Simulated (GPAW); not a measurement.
Runs of GPAW 26.7.0 on Ni. It takes space group Im-3m (No. 229, cubic). The conventional cell has a = 2.767 Å, b = 2.767 Å, c = 2.767 Å, α = 90.00°, β = 90.00°, γ = 90.00°. Around Ni (site symmetry m-3m) lie 8 Ni at 2.40 Å. This isn't the form of Ni at room conditions, which is fcc.

```tsv
task	level	potentials or basis	U	band path	band points	gap on the mesh (eV)	pressure (GPa)	moment (μB)	V0 of scaled cells (Å³/atom)	B0 (GPa)
single point	r2SCAN+U	GPAW PAW data sets (gpaw-data 1.2.1), pw	Ni d U = 5 eV	-	-	none	(b)	0.83	-	-
single point	r2SCAN+U	GPAW PAW data sets (gpaw-data 1.2.1), pw	Ni d U = 2 eV	-	-	none	3.0	0.66	-	-
single point	r2SCAN+U	GPAW PAW data sets (gpaw-data 1.2.1), pw	Ni d U = 8 eV	-	-	none	8.1	(c)	-	-
equation of state	PBEsol	PAW data sets generated in the run's folder for this functional, pw	-	-	-	-	-	-	10.63	222
equation of state	LDA	the program's PAW data sets (release 1.2.1) made for this functional, pw	-	-	-	-	-	-	10.16	214
single point	r2SCAN+U	GPAW PAW data sets (gpaw-data 1.2.1), pw	Ni d U = 4 eV	-	-	none	2.8	0.71	-	-
band structure	LDA	the program's PAW data sets (release 1.2.1) made for this functional, pw	-	GHNGPH,PN	60	-	(a)	(d)	-	-
single point	r2SCAN+U	GPAW PAW data sets (gpaw-data 1.2.1), pw	Ni d U = 3 eV	-	-	none	2.5	0.67	-	-
```

Alike in all rows: spin collinear, ferromagnetic start; cell as given; k mesh 13 × 13 × 13; cutoff (eV) 600; smearing fermi-dirac 0.05 eV.

Question: Estimate the missing entries.

Answer: (a) -8.4; (b) 5.1; (c) 0.92; (d) 0.53.

Caveats: the stock nickel data set gives pressures a few GPa off other programs; the PAW data sets were made with another functional, which shifts forces and pressure a little (some runs); the U is typed as a test and isn't derived for this compound (some runs).

A gap of «none» marks a metal or a gap under the smearing width.
